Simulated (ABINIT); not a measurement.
Runs of ABINIT 10.8.3 (patched build) on LiH. The structure is cubic, space group Fm-3m (No. 225). The conventional cell has a = 4.074 Å, b = 4.074 Å, c = 4.074 Å, α = 90.00°, β = 90.00°, γ = 90.00°. Li (site symmetry m-3m) has 6 H at 2.04 Å as nearest neighbours. H (site symmetry m-3m) has 6 Li at 2.04 Å as nearest neighbours. 

```tsv
task	level	potentials or basis	spin	cutoff (eV)	fine-grid cutoff	gap on the mesh (eV)	pressure (GPa)	V0 of scaled cells (Å³/atom)	B0 (GPa)
single point	PBE	JTH PAW PBE v2.0	off	816	1414.99 eV	3.19	(a)	-	-
equation of state	PBE	JTH PAW PBE v2.0	off	680	1278.94 eV	-	-	8.07	36
real-space fields	SOGGA	PseudoDojo NC FR PBEsol v0.4 standard	SOC, no magnetisation	1007	-	2.84	-2.6	-	-
single point	PBE	JTH PAW PBE v2.0	off	680	1278.94 eV	3.19	-1.9	-	-
equation of state	PBE	JTH PAW PBE v2.0	off	816	1414.99 eV	-	-	8.07	36
```

Alike in all rows: cell as given; k mesh 11 × 11 × 11; smearing fermi-dirac 0.05 eV.

Fill in the values left out.

(a) -1.6.

Caveats: an odd mesh through Γ misses points on the zone boundary, where band edges often lie (some runs); pressures at fixed basis lie under the slope of the energies (some runs); the potentials were made for another functional, which shifts forces and pressure (some runs).

Not every run made on this cell is shown here.
